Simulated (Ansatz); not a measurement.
CoO, 2 atoms in the cell. The structure is cubic, space group F-43m (No. 216). The conventional cell has a = 4.687 Å, b = 4.687 Å, c = 4.687 Å, α = 90.00°, β = 90.00°, γ = 90.00°. Co (site symmetry -43m) has 4 O at 2.03 Å as nearest neighbours. O (site symmetry -43m) has 4 Co at 2.03 Å as nearest neighbours. Measurements of this composition are mostly on another form, of space group No. 225.

```yaml
Program: Ansatz 0.2.0
Task: single point
Functional: PBE
Potentials_or_basis: Ansatz PAW
Cutoff: "420 eV (not typed: the program's choice for these potentials)"
k_mesh: 10 × 10 × 10
Occupations: gaussian, width 0.024 eV
Spin: collinear spin, ferromagnetic start
Starting_moments: "[2.0, 0.0] μB"
```

Potentials or basis: Ansatz PAW.

Command:

```bash
$ ansatz run input.yaml --threads 2 --pin off --max-ram 5632MiB --backend cpu --events-out ev --progress --plain --runs-dir out
```

Hardware: 2 threads of Intel(R) Xeon(R) Processor @ 2.70GHz (shared host).

Question: Estimate the wall time of this run.

Answer: It took 6.9 s on 2 threads of Intel(R) Xeon(R) Processor @ 2.70GHz, on a shared host, peak memory 0.35 GiB. Counts: scf iterations 12, plane waves 531, k points 47, bands 17.
